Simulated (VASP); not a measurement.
# SnTe (F-43m) in VASP: further runs

Runs on SnTe. Level: PBE. Tasks: G0W0 quasiparticle levels.

Everything below comes from runs of VASP 6.6.1. Logs are shortened: lines on timing, memory, paths and dates and some standing lists are left out, and cuts for length are marked.

### Step 1. The crystal as given

The structure is cubic, space group F-43m (No. 216). The conventional cell has a = 7.222 Å, b = 7.222 Å, c = 7.222 Å, α = 90.00°, β = 90.00°, γ = 90.00°. Te (site symmetry -43m) is surrounded by 4 Sn at 3.13 Å. Sn (site symmetry -43m) has 4 Te at 3.13 Å as nearest neighbours.

Measurements of this composition are mostly on another form, of space group No. 225.

### Step 2. G0W0 quasiparticle levels, PBE

POSCAR

```
SnTe
1.0
    0.0000000000      3.6111460000      3.6111460000
    3.6111460000      0.0000000000      3.6111460000
    3.6111460000      3.6111460000      0.0000000000
Te Sn
1 1
Direct
    0.2500000000      0.2500000000      0.2500000000
    0.0000000000      0.0000000000      0.0000000000
```

INCAR.step1

```
SYSTEM = SnTe
ALGO     = Fast           ! electronic algorithm
EDIFF    = 1E-8           ! SCF threshold, eV
ENCUT    = 450            ! plane-wave cutoff, eV
GGA      = PE             ! functional
ISMEAR   = 0              ! smearing method
LASPH    = .True.         ! aspherical terms in the spheres
LCHARG   = .False.        ! write CHGCAR
LREAL    = .False.        ! projectors in reciprocal space
LWAVE    = .True.         ! write WAVECAR
NELM     = 80             ! most SCF steps
PREC     = Accurate       ! precision mode
SIGMA    = 0.01           ! smearing width, eV
```

INCAR.step2

```
SYSTEM = SnTe
ALGO     = Exact          ! electronic algorithm
EDIFF    = 1E-8           ! SCF threshold, eV
ENCUT    = 450            ! plane-wave cutoff, eV
GGA      = PE             ! functional
ISMEAR   = 0              ! smearing method
ISTART   = 1            
LASPH    = .True.         ! aspherical terms in the spheres
LCHARG   = .False.        ! write CHGCAR
LOPTICS  = .True.         ! frequency-dependent dielectric function
LREAL    = .False.        ! projectors in reciprocal space
LWAVE    = .True.         ! write WAVECAR
NBANDS   = 386            ! bands
NELM     = 1              ! most SCF steps
PREC     = Accurate       ! precision mode
SIGMA    = 0.01           ! smearing width, eV
```

INCAR.step3

```
SYSTEM = SnTe
ALGO     = EVGW0          ! electronic algorithm
EDIFF    = 1E-8           ! SCF threshold, eV
ENCUT    = 450            ! plane-wave cutoff, eV
ENCUTGW  = 200            ! cutoff of the response function
GGA      = PE             ! functional
ISMEAR   = 0              ! smearing method
ISTART   = 1            
LASPH    = .True.         ! aspherical terms in the spheres
LCHARG   = .False.        ! write CHGCAR
LREAL    = .False.        ! projectors in reciprocal space
LWAVE    = .False.        ! write WAVECAR
NBANDS   = 386            ! bands
NBANDSGW = 18           
NELMGW   = 1            
NOMEGA   = 48             ! frequency points
PREC     = Accurate       ! precision mode
PRECFOCK = Fast         
SIGMA    = 0.01           ! smearing width, eV
```

KPOINTS

```
k-points
0
Gamma
  3 3 3
  0 0 0
```

Potentials or basis: VASP PAW PBE potentials, release 64 (Te_GW, Sn_d_GW).

Command:

```sh
$ cat potpaw_PBE.64/Te_GW/POTCAR potpaw_PBE.64/Sn_d_GW/POTCAR > POTCAR
$ cp INCAR.step1 INCAR
$ mpirun -np 1 vasp_std > vasp.out
$ cp INCAR.step2 INCAR
$ mpirun -np 1 vasp_std > vasp.out
$ cp INCAR.step3 INCAR
$ mpirun -np 1 vasp_std > vasp.out
```

OUTCAR:

```text
SYSTEM = SnTe
   EDIFF = 1E-8
   ENCUT = 450
   ENCUTGW = 200
   GGA = PE
   ISMEAR = 0
   ISTART = 1
   LASPH = .True.
   LREAL = .False.
   NELMGW = 1
   PREC = Accurate
   PRECFOCK = Fast

 Found      4 irreducible k-points:

 Following reciprocal coordinates:
            Coordinates               Weight
  0.000000  0.000000  0.000000      1.000000
  0.333333  0.000000  0.000000      8.000000
  0.333333  0.333333  0.000000      6.000000
 -0.333333  0.333333  0.000000     12.000000
   k-points           NKPTS =      4   k-points in BZ     NKDIM =     27   number of bands    NBANDS=    386
   number of dos      NEDOS =    301   number of ions     NIONS =      2
   total plane-waves  NPLWV =  46656
   dimension x,y,z NGX =    36 NGY =   36 NGZ =   36
   dimension x,y,z NGXF=    72 NGYF=   72 NGZF=   72
   ions per type =               1   1
   NGX,Y,Z   is equivalent  to a cutoff of  11.72, 11.72, 11.72 a.u.
   NGXF,Y,Z  is equivalent  to a cutoff of  23.44, 23.44, 23.44 a.u.
 SYSTEM =  SnTe
   PREC   = accura    normal or accurate (medium, high low for compatibility)
   ISTART =      1    job   : 0-new  1-cont  2-samecut
   ICHARG =      0    charge: 1-file 2-atom 10-const
   ISPIN  =      1    spin polarized calculation?
   LNONCOLLINEAR =      F non collinear calculations
   LSORBIT =      F    spin-orbit coupling
   LASPH  =      T    aspherical Exc in radial PAW
   ENCUT  =  450.0 eV  33.07 Ry    5.75 a.u.   8.83  8.83  8.83*2*pi/ulx,y,z
   NELM   =     60;   NELMIN=  2; NELMDL=  0     # of ELM steps
   EDIFF  = 0.1E-07   stopping-criterion for ELM
   LREAL  =      F    real-space projection
   EDIFFG = 0.1E-06   stopping-criterion for IOM
   NSW    =      0    number of steps for IOM
   IBRION =     -1    ionic relax: 0-MD 1-quasi-New 2-CG
   NFREE  =      0    steps in history (QN), initial steepest desc. (CG)
   ISIF   =      0    stress and relaxation
   ISYM   =      3    0-nonsym 1-usesym 2-fastsym
   POTIM  = 0.5000    time-step for ionic-motion
   TEBEG  =    0.0;   TEEND  =   0.0 temperature during run
   PSTRESS=    0.0 pullay stress
   NELECT =      20.0000    total number of electrons
   NUPDOWN=      -1.0000    fix difference up-down
   EMIN   =  10.00;   EMAX   =-10.00  energy-range for DOS
   EFERMI =   0.00;   METHOD = LEGACY
   ISMEAR =     0;   SIGMA  =   0.01  broadening in eV -4-tet -1-fermi 0-gaus
   EFERMI_NEDOS =   21; number of points for ismear=-14 and -15
   IALGO  =     38    algorithm
   IMIX   =      4    mixing-type and parameters
     AMIX     =   0.40;   BMIX     =  1.00
     AMIX_MAG =   1.60;   BMIX_MAG =  1.00
  volume/ion in A,a.u.               =      47.09       317.78
  Fermi-wavevector in a.u.,A,eV,Ry     =   0.976704  1.845704 12.979296  0.953951
  Thomas-Fermi vector in A             =   2.107344
   LORBIT       =      0    0 simple, 1 ext, 2 COOP (PROOUT), +10 PAW based schemes
   GGA     = PE    functional components
   LHFCALC =     T    Hartree Fock is set to
   PRECFOCK=fast      Normal, Fast or Accurate (Low or Medium for compatibility)
   ENCUT4O =  -1.0   cutoff for four orbital integrals eV
   NKREDX  =     1    reduce k-point grid by
   NKREDY  =     1    reduce k-point grid by
   NKREDZ  =     1    reduce k-point grid by
   AEXX    =    1.0000 exact exchange contribution
   HFSCREEN=    0.0000 screening length (either q_TF or 0.3 A-1)
   HFSCREENC=   0.0000 screening length for correlation (either q_TF or 0.3 A-1)
   ENCUTFOCK=  -1.0 apply spherical cutoff to Coloumb kernel
   IVDW    =     0    specifies the selected vdW correction
   LEPSILON=     F    determine dielectric tensor
   LRPA    =     F    only Hartree local field effects (RPA)
   LRPAFORCE           =     F    calculate RPA forces
   ENCUTGW             = 200.0    cutoff for response function in eV
   ENCUTGWSOFT         = 160.0    soft cutoff for Coulomb kernel in GW response function in eV
   ENCUTLF             =  -1.0    cutoff for local field effects
   NELMGW              =     1    number of iterations in solving QP/BSE equation
   NELMHF              =     1    number of iterations in the inner HF iteration
   NKREDLFX            =     1    NKREDLFY  =   1   NKREDLFZ  =   1
 non-spin polarized calculation
 Gauss-broadening in eV      SIGMA  =   0.01
  energy-cutoff  :      450.00
  volume of cell :       94.18
 maximum number of plane-waves:      2085
  NGX = 20; NGY = 20; NGZ = 20
   NGX = 17   NGY = 17   NGZ = 17
 maximum number of plane-waves:       612

 QP shifts <psi_nk| G(iteration)W_0 |psi_nk>: iteration 1
 for sc-GW calculations column KS-energies equals QP-energies in previous step
 and V_xc(KS)=  KS-energies - (<T + V_ion + V_H > + <T+V_H+V_ion>^1  + <V_x>^1)

 k-point   1 :       0.0000    0.0000    0.0000
  band No.  KS-energies  QP-energies   sigma(KS)   V_xc(KS)     V^pw_x(r,r')   Z            occupation Imag(sigma)

      1     -19.3498     -21.7785     -21.3947     -17.5159     -27.0665       0.6261       2.0000       0.2202
      2     -19.3498     -21.7785     -21.3947     -17.5159     -27.0665       0.6261       2.0000       0.2202
      3     -19.3498     -21.7785     -21.3947     -17.5159     -27.0665       0.6261       2.0000       0.2202
      4     -19.3410     -21.7520     -21.3867     -17.5187     -27.0515       0.6233       2.0000       0.2085
      5     -19.3410     -21.7520     -21.3867     -17.5187     -27.0515       0.6233       2.0000       0.2085
      6      -9.0960      -9.3698     -11.2591     -10.7965     -16.9978       0.5919       2.0000       0.9115
[... 10 lines left out ...]
     17      10.0916       9.8828      -6.3279      -6.0475      -1.7757       0.7447       0.0000      -0.4597
     18      10.0916       9.8828      -6.3279      -6.0475      -1.7757       0.7447       0.0000      -0.4597

 k-point   2 :       0.3333    0.0000    0.0000
  band No.  KS-energies  QP-energies   sigma(KS)   V_xc(KS)     V^pw_x(r,r')   Z            occupation Imag(sigma)

      1     -19.3495     -21.7831     -21.3908     -17.5164     -27.0647       0.6281       2.0000       0.2207
      2     -19.3495     -21.7831     -21.3908     -17.5164     -27.0647       0.6281       2.0000       0.2207
      3     -19.3495     -21.7831     -21.3908     -17.5164     -27.0647       0.6281       2.0000       0.2207
      4     -19.3409     -21.7822     -21.3875     -17.5190     -27.0521       0.6311       2.0000       0.2090
      5     -19.3409     -21.7822     -21.3875     -17.5190     -27.0521       0.6311       2.0000       0.2090
      6      -8.7201      -9.0515     -11.5292     -10.9882     -16.9692       0.6125       2.0000       0.8676
[... 10 lines left out ...]
     17       9.8240       9.6126      -6.9967      -6.7089      -2.3381       0.7347       0.0000      -0.4392
     18      12.2588      12.2775      -7.9304      -7.9552      -2.8886       0.7535       0.0000      -0.6517

 k-point   3 :       0.3333    0.3333    0.0000
  band No.  KS-energies  QP-energies   sigma(KS)   V_xc(KS)     V^pw_x(r,r')   Z            occupation Imag(sigma)

      1     -19.3524     -21.7690     -21.3803     -17.5111     -27.0601       0.6246       2.0000       0.2281
      2     -19.3477     -21.7945     -21.3947     -17.5197     -27.0666       0.6314       2.0000       0.2173
      3     -19.3477     -21.7945     -21.3947     -17.5197     -27.0666       0.6314       2.0000       0.2173
      4     -19.3410     -21.7607     -21.3866     -17.5187     -27.0510       0.6256       2.0000       0.2090
      5     -19.3410     -21.7607     -21.3866     -17.5187     -27.0510       0.6256       2.0000       0.2090
      6      -8.5788      -8.9288     -11.6252     -11.0614     -16.9610       0.6209       2.0000       0.8595
[... 10 lines left out ...]
     17      11.9205      11.9087      -8.3624      -8.3469      -3.1898       0.7581       0.0000      -0.7039
     18      11.9205      11.9087      -8.3624      -8.3469      -3.1898       0.7581       0.0000      -0.7039

 k-point   4 :      -0.3333    0.3333    0.0000
  band No.  KS-energies  QP-energies   sigma(KS)   V_xc(KS)     V^pw_x(r,r')   Z            occupation Imag(sigma)

      1     -19.3519     -21.7703     -21.3801     -17.5121     -27.0608       0.6252       2.0000       0.2282
      2     -19.3478     -21.7892     -21.3928     -17.5194     -27.0653       0.6303       2.0000       0.2174
      3     -19.3478     -21.7892     -21.3928     -17.5194     -27.0653       0.6303       2.0000       0.2174
      4     -19.3410     -21.7723     -21.3871     -17.5188     -27.0515       0.6285       2.0000       0.2092
      5     -19.3410     -21.7723     -21.3871     -17.5188     -27.0515       0.6285       2.0000       0.2092
      6      -8.4046      -8.7690     -11.7623     -11.1818     -16.9729       0.6276       2.0000       0.8370
[... 10 lines left out ...]
     17      11.4378      11.2653      -6.6053      -6.3770      -1.8589       0.7557       0.0000      -0.5490
     18      12.2298      12.1309      -7.2420      -7.1093      -2.2895       0.7457       0.0000      -0.5911
```

Run time: 5.6 min. Hardware: 1 thread of Intel Xeon 6975P-C (Granite Rapids), shared host; peak memory 1.1 GiB.

The run converged, but some of its settings lie outside the range that counts as converged, so its numbers aren't taken as properties of the crystal.

Results:

- Band gap on the k mesh, mean-field level: 0.82 eV, indirect (least direct gap 0.98 eV)
- Quasiparticle gap: 1.28 eV
- Least direct quasiparticle gap: 1.49 eV

Caveat: the k mesh is coarse (spacing up to 0.50 Å⁻¹), so the values aren't converged; bands, screening cutoff and mesh are small and nothing is extrapolated, so the quasiparticle values aren't converged; spin-orbit coupling is left out, which moves the levels of the heavy elements; an odd mesh through Γ misses points on the zone boundary, where band edges often lie.

### Step 3. G0W0 quasiparticle levels, PBE

POSCAR is that of step 2.

INCAR.step1 is that of step 2.

Edit INCAR.step2 of step 2 so:

```diff
@@ -12,3 +12,3 @@
 LWAVE    = .True.         ! write WAVECAR
-NBANDS   = 386            ! bands
+NBANDS   = 38             ! bands
 NELM     = 1              ! most SCF steps
```

Edit INCAR.step3 of step 2 so:

```diff
@@ -4,3 +4,3 @@
 ENCUT    = 450            ! plane-wave cutoff, eV
-ENCUTGW  = 200            ! cutoff of the response function
+ENCUTGW  = 75             ! cutoff of the response function
 GGA      = PE             ! functional
@@ -12,3 +12,3 @@
 LWAVE    = .False.        ! write WAVECAR
-NBANDS   = 386            ! bands
+NBANDS   = 38             ! bands
 NBANDSGW = 18
```

KPOINTS

```
k-points
0
Gamma
  2 2 2
  0 0 0
```

Potentials or basis: VASP PAW PBE potentials, release 64 (Te_GW, Sn_d_GW).

Command:

```sh
$ cat potpaw_PBE.64/Te_GW/POTCAR potpaw_PBE.64/Sn_d_GW/POTCAR > POTCAR
$ cp INCAR.step1 INCAR
$ mpirun -np 1 vasp_std > vasp.out
$ cp INCAR.step2 INCAR
$ mpirun -np 1 vasp_std > vasp.out
$ cp INCAR.step3 INCAR
$ mpirun -np 1 vasp_std > vasp.out
```

OUTCAR:

```text
SYSTEM = SnTe
   EDIFF = 1E-8
   ENCUT = 450
   ENCUTGW = 75
   GGA = PE
   ISMEAR = 0
   ISTART = 1
   LASPH = .True.
   LREAL = .False.
   NELMGW = 1
   PREC = Accurate
   PRECFOCK = Fast

 Found      3 irreducible k-points:

 Following reciprocal coordinates:
            Coordinates               Weight
  0.000000  0.000000  0.000000      1.000000
  0.500000  0.000000  0.000000      4.000000
  0.500000  0.500000  0.000000      3.000000
   k-points           NKPTS =      3   k-points in BZ     NKDIM =      8   number of bands    NBANDS=     38
   number of dos      NEDOS =    301   number of ions     NIONS =      2
   total plane-waves  NPLWV =  46656
   dimension x,y,z NGX =    36 NGY =   36 NGZ =   36
   dimension x,y,z NGXF=    72 NGYF=   72 NGZF=   72
   ions per type =               1   1
   NGX,Y,Z   is equivalent  to a cutoff of  11.72, 11.72, 11.72 a.u.
   NGXF,Y,Z  is equivalent  to a cutoff of  23.44, 23.44, 23.44 a.u.
 SYSTEM =  SnTe
   PREC   = accura    normal or accurate (medium, high low for compatibility)
   ISTART =      1    job   : 0-new  1-cont  2-samecut
   ICHARG =      0    charge: 1-file 2-atom 10-const
   ISPIN  =      1    spin polarized calculation?
   LNONCOLLINEAR =      F non collinear calculations
   LSORBIT =      F    spin-orbit coupling
   LASPH  =      T    aspherical Exc in radial PAW
   ENCUT  =  450.0 eV  33.07 Ry    5.75 a.u.   8.83  8.83  8.83*2*pi/ulx,y,z
   NELM   =     60;   NELMIN=  2; NELMDL=  0     # of ELM steps
   EDIFF  = 0.1E-07   stopping-criterion for ELM
   LREAL  =      F    real-space projection
   EDIFFG = 0.1E-06   stopping-criterion for IOM
   NSW    =      0    number of steps for IOM
   IBRION =     -1    ionic relax: 0-MD 1-quasi-New 2-CG
   NFREE  =      0    steps in history (QN), initial steepest desc. (CG)
   ISIF   =      0    stress and relaxation
   ISYM   =      3    0-nonsym 1-usesym 2-fastsym
   POTIM  = 0.5000    time-step for ionic-motion
   TEBEG  =    0.0;   TEEND  =   0.0 temperature during run
   PSTRESS=    0.0 pullay stress
   NELECT =      20.0000    total number of electrons
   NUPDOWN=      -1.0000    fix difference up-down
   EMIN   =  10.00;   EMAX   =-10.00  energy-range for DOS
   EFERMI =   0.00;   METHOD = LEGACY
   ISMEAR =     0;   SIGMA  =   0.01  broadening in eV -4-tet -1-fermi 0-gaus
   EFERMI_NEDOS =   21; number of points for ismear=-14 and -15
   IALGO  =     38    algorithm
   IMIX   =      4    mixing-type and parameters
     AMIX     =   0.40;   BMIX     =  1.00
     AMIX_MAG =   1.60;   BMIX_MAG =  1.00
  volume/ion in A,a.u.               =      47.09       317.78
  Fermi-wavevector in a.u.,A,eV,Ry     =   0.976704  1.845704 12.979296  0.953951
  Thomas-Fermi vector in A             =   2.107344
   LORBIT       =      0    0 simple, 1 ext, 2 COOP (PROOUT), +10 PAW based schemes
   GGA     = PE    functional components
   LHFCALC =     T    Hartree Fock is set to
   PRECFOCK=fast      Normal, Fast or Accurate (Low or Medium for compatibility)
   ENCUT4O =  -1.0   cutoff for four orbital integrals eV
   NKREDX  =     1    reduce k-point grid by
   NKREDY  =     1    reduce k-point grid by
   NKREDZ  =     1    reduce k-point grid by
   AEXX    =    1.0000 exact exchange contribution
   HFSCREEN=    0.0000 screening length (either q_TF or 0.3 A-1)
   HFSCREENC=   0.0000 screening length for correlation (either q_TF or 0.3 A-1)
   ENCUTFOCK=  -1.0 apply spherical cutoff to Coloumb kernel
   IVDW    =     0    specifies the selected vdW correction
   LEPSILON=     F    determine dielectric tensor
   LRPA    =     F    only Hartree local field effects (RPA)
   LRPAFORCE           =     F    calculate RPA forces
   ENCUTGW             =  75.0    cutoff for response function in eV
   ENCUTGWSOFT         =  60.0    soft cutoff for Coulomb kernel in GW response function in eV
   ENCUTLF             =  -1.0    cutoff for local field effects
   NELMGW              =     1    number of iterations in solving QP/BSE equation
   NELMHF              =     1    number of iterations in the inner HF iteration
   NKREDLFX            =     1    NKREDLFY  =   1   NKREDLFZ  =   1
 non-spin polarized calculation
 Gauss-broadening in eV      SIGMA  =   0.01
  energy-cutoff  :      450.00
  volume of cell :       94.18
 maximum number of plane-waves:      2085
 NGX is ok and might be reduce to    36
  NGX = 20; NGY = 20; NGZ = 20
   NGX = 17   NGY = 17   NGZ = 17
 maximum number of plane-waves:       150
 NGX is ok and might be reduce to    18

 QP shifts <psi_nk| G(iteration)W_0 |psi_nk>: iteration 1
 for sc-GW calculations column KS-energies equals QP-energies in previous step
 and V_xc(KS)=  KS-energies - (<T + V_ion + V_H > + <T+V_H+V_ion>^1  + <V_x>^1)

 k-point   1 :       0.0000    0.0000    0.0000
  band No.  KS-energies  QP-energies   sigma(KS)   V_xc(KS)     V^pw_x(r,r')   Z            occupation Imag(sigma)

      1     -19.3912     -21.5112     -20.8089     -17.5160     -27.0917       0.6438       2.0000       0.3522
      2     -19.3912     -21.5112     -20.8089     -17.5160     -27.0917       0.6438       2.0000       0.3522
      3     -19.3912     -21.5112     -20.8089     -17.5160     -27.0917       0.6438       2.0000       0.3522
      4     -19.3831     -21.4880     -20.8034     -17.5181     -27.0742       0.6407       2.0000       0.3344
      5     -19.3831     -21.4880     -20.8034     -17.5181     -27.0742       0.6407       2.0000       0.3344
      6      -9.0511      -8.8128     -10.3783     -10.7924     -17.0021       0.5754       2.0000       1.0967
[... 10 lines left out ...]
     17      10.0964      10.3448      -5.6820      -6.0194      -1.7165       0.7360       0.0000      -0.4381
     18      10.0964      10.3448      -5.6820      -6.0194      -1.7165       0.7360       0.0000      -0.4381
[... 26 lines left out ...]
      1     -19.3945     -21.4929     -20.7843     -17.5098     -27.0826       0.6409       2.0000       0.3612
      2     -19.3884     -21.5268     -20.8081     -17.5210     -27.0914       0.6505       2.0000       0.3458
      3     -19.3884     -21.5268     -20.8081     -17.5210     -27.0914       0.6505       2.0000       0.3458
      4     -19.3830     -21.4967     -20.8027     -17.5180     -27.0736       0.6435       2.0000       0.3338
      5     -19.3830     -21.4967     -20.8027     -17.5180     -27.0736       0.6435       2.0000       0.3338
      6      -8.2902      -8.0933     -10.8973     -11.2166     -17.0086       0.6165       2.0000       0.9622
[... 10 lines left out ...]
     17      10.7115      11.3410      -7.0156      -7.8897      -3.1825       0.7202       0.0000      -0.3485
     18      11.0314      11.7356      -6.8960      -7.8912      -2.9037       0.7075       0.0000      -0.3782
```

Wall time 72 s (1 thread of Intel Xeon 6975P-C (Granite Rapids), shared host); peak memory 0.63 GiB.

The run converged, but some of its settings lie outside the range that counts as converged, so its numbers aren't taken as properties of the crystal.

What came out:

```
Band gap on the k mesh, mean-field level : 0.81 eV, direct
Quasiparticle gap                        : 1.26 eV
Least direct quasiparticle gap           : 1.26 eV
```

Caveat: the k mesh is coarse (spacing up to 0.75 Å⁻¹), so the values aren't converged; bands, screening cutoff and mesh are small and nothing is extrapolated, so the quasiparticle values aren't converged; spin-orbit coupling is left out, which moves the levels of the heavy elements.

(Continued in part 2 of 2.)
